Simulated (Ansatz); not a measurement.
**Al3Cu under pressure: fit and missing row**

Al3Cu, P4/mmm, a = 2.780 Å, c = 7.603 Å. The structure is a Materials Project entry; whether it is the stable form wasn't checked. Ansatz: PBEsol, PAW, 420 eV, Γ-centred 16×16×6 mesh on 4 atoms, Gaussian smearing 0.10 eV; no spin polarisation. Cell and atoms are relaxed at each pressure, and no other structure is tried, so the rows at high pressure may lie past a change of phase.

| V (Å³/atom) | P (GPa) |
| --- | --- |
| ? | 59.99 |
| 12.077 | 30.02 |
| 13.078 | 14.97 |
| 13.713 | 7.95 |
| 14.278 | 2.97 |
| 14.686 | -0.01 |
| 15.172 | -3.01 |

Problem. Take V0 = 14.686 Å³/atom, count pressures from its P0 = -0.01 GPa, fit the third-order Birch–Murnaghan form to the other rows, and predict the missing volume.

Solution. With the Eulerian strain f = ½[(V0/V)^(2/3) − 1] and y = (P − P0)/[3f(1 + 2f)^(5/2)], the form is the line y = B0 + 1.5 B0 (B0′ − 4) f. Rows (f, y): 0.06964, 103.8; 0.04019, 102.4; 0.02338, 101.2; 0.00948, 100.0; -0.01074, 98.3. Means f = 0.02639, y = 101.14; Σ(Δf)² = 0.003735, ΣΔfΔy = 0.2570; the slope is their ratio. y = 99.32 + 68.81 f GPa, so B0 = 99.3 GPa and B0′ = 4 + 2 × (68.81)/(3 × 99.32) = 4.46. P = 59.99 GPa is met at f = 0.11248 (y = 107.06), so V = V0 (1 + 2f)^(−3/2) = 10.832 Å³/atom. The run gave 10.794 Å³/atom, so the fit is 0.038 Å³/atom too high, 0.87 % of the span of the series, against an rms of 0.003 Å³/atom on the fitted rows. The row lies outside the fitted range. The points of y bend away from a line: a fourth-order term fitted to them gives P = 59.88 GPa at this row's volume (the line 61.18, the run 59.99).